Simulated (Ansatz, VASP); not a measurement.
# Two plane-wave programs on InAs

The input POSCAR:

```
InAs
1.0
    4.6076317911      0.0000000000      0.0000000000
   -2.3038158955      3.9903261824      0.0000000000
    0.0000000000      0.0000000000      5.9962440861
In As
2 2
Direct
    0.3333333333      0.6666666667      0.2500000000
    0.6666666667      0.3333333333      0.7500000000
    0.6666666667      0.3333333333      0.2500000000
    0.3333333333      0.6666666667      0.7500000000
```

File INCAR.step1:

```
ALGO = Normal ; EDIFF = 1E-4
ENCUT = 520 ; GGA = PE
ISMEAR = -1 ; LASPH = True
LCHARG = False ; LREAL = False
LWAVE = True ; NBANDS = 26
NELM = 100 ; PREC = Accurate
SIGMA = 0.02
```

File INCAR.step2:

```
ALGO = Normal ; EDIFF = 1E-6
ENCUT = 520 ; ISIF = 2
ISMEAR = -1 ; ISTART = 1
LASPH = True ; LCHARG = False
LMIXTAU = True ; LREAL = False
LWAVE = False ; METAGGA = R2SCAN
NBANDS = 26 ; NELM = 100
PREC = Accurate ; SIGMA = 0.02
```

KPOINTS

```
k-points
0
Gamma
  6 6 4
```

Input for Ansatz:

```yaml
crystal:
  lattice:
    - [4.6076317911, 0.0, 0.0]
    - [-2.3038158955, 3.9903261824, 0.0]
    - [0.0, 0.0, 5.9962440861]
  atoms:
    - { symbol: In, position: [0.3333333333, 0.6666666667, 0.25] }
    - { symbol: In, position: [0.6666666667, 0.3333333333, 0.75] }
    - { symbol: As, position: [0.6666666667, 0.3333333333, 0.25] }
    - { symbol: As, position: [0.3333333333, 0.6666666667, 0.75] }
kpoints:
  mp_grid: { grid: [6, 6, 4] }
  band_path:
    path:
      - [0.0, 0.0, 0.0]
      - [0.5, 0.0, 0.0]
      - [0.3333333333, 0.3333333333, 0.0]
      - [0.0, 0.0, 0.5]
      - [0.5, 0.0, 0.5]
      - [0.3333333333, 0.3333333333, 0.5]
      - [0.0, 0.0, 0.35]
    npoints: 1
hamiltonian:
  xc: r2scan
scf:
  occupations: { method: fermi_dirac, width: 0.02 }
  n_extra_bands: 5
output:
  forces: true
  stress: true
  eigenvalues: true
```

Alike in both runs: task single point; functional r2SCAN; k mesh 6 × 6 × 4; occupations fermi-dirac, width 0.02 eV; no spin polarisation.

```csv
,VASP,Ansatz
version,VASP 6.6.1,Ansatz 0.2.0
potentials or method,"VASP PAW PBE potentials, release 64 (In_d, As)","plane waves, PAW"
plane-wave cutoff (eV),520,500
valence electrons in the cell,36,56
```

```tsv
	VASP	Ansatz	Ansatz less VASP
pressure (GPa)	0.0	0.0	-0.04
```

The two sets of potentials don't hold the same shells in valence.

Caveats: the PAW data sets were made with another functional, which shifts forces and pressure a little (VASP).
